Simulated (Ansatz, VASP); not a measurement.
# Cl: VASP beside Ansatz

Contents of INCAR:

```
SYSTEM = Cl
ALGO = Normal
EDIFF = 1E-7
ENCUT = 520
GGA = PS
ISIF = 2
ISMEAR = -1
LASPH = .TRUE.
LCHARG = .TRUE.
LELF = .TRUE.
LREAL = .FALSE.
LVHAR = .TRUE.
LWAVE = .FALSE.
NBANDS = 10
NELM = 60
PREC = Accurate
SIGMA = 0.08
```

KPOINTS

```
k-points
0
G
  15 15 15
  0 0 0
```

File POSCAR:

```
Cl
1.0
    2.5865941988      0.0000000000      0.0000000000
    0.0000000000      2.5865941988      0.0000000000
    0.0000000000      0.0000000000      2.5865941988
Cl
1
Direct
    0.0000000000      0.0000000000      0.0000000000
```

Input for Ansatz:

```yaml
crystal:
  lattice:
    - [2.5865941988, 0.0, 0.0]
    - [0.0, 2.5865941988, 0.0]
    - [0.0, 0.0, 2.5865941988]
  atoms:
    - { symbol: Cl, position: [0.0, 0.0, 0.0] }
kpoints:
  mp_grid: { grid: [15, 15, 15] }
scf:
  occupations: { method: fermi_dirac, width: 0.08 }
hamiltonian:
  xc: pbesol
  pseudopotentials: { kind: paw }
output:
  forces: true
  stress: true
  eigenvalues: true
  populations: true
```

Change from the starting cell: volume scaled by 0.8, PAW files.

Alike in both runs: task single point; functional PBEsol; k mesh 15 × 15 × 15; occupations fermi-dirac, width 0.08 eV; no spin polarisation.

|  | VASP | Ansatz |
| --- | --- | --- |
| version | VASP 6.6.1 | Ansatz 0.2.0 |
| potentials or method | VASP PAW PBE potentials, release 64 (Cl) | PAW with Ansatz's default frozen-core files, scalar-relativistic |
| plane-wave cutoff (eV) | 520 | 420 |
| valence electrons in the cell | 7 | 7 |

Ansatz gave:

```
pressure (GPa) : 17.5
```

Q: What did VASP give for the same quantities?

A: Pressure (GPa): 17.4.

With one functional, cell and mesh, what is left measures potentials, basis and numerics.

Caveats: so large a pressure means that the cell lies far from this level's equilibrium, or that cutoff or potentials fall short (VASP); the potentials were made for another functional, which shifts forces and pressure (VASP); an odd number of electrons without spin polarisation forces a metal; a magnetic or distorted state may lie lower.
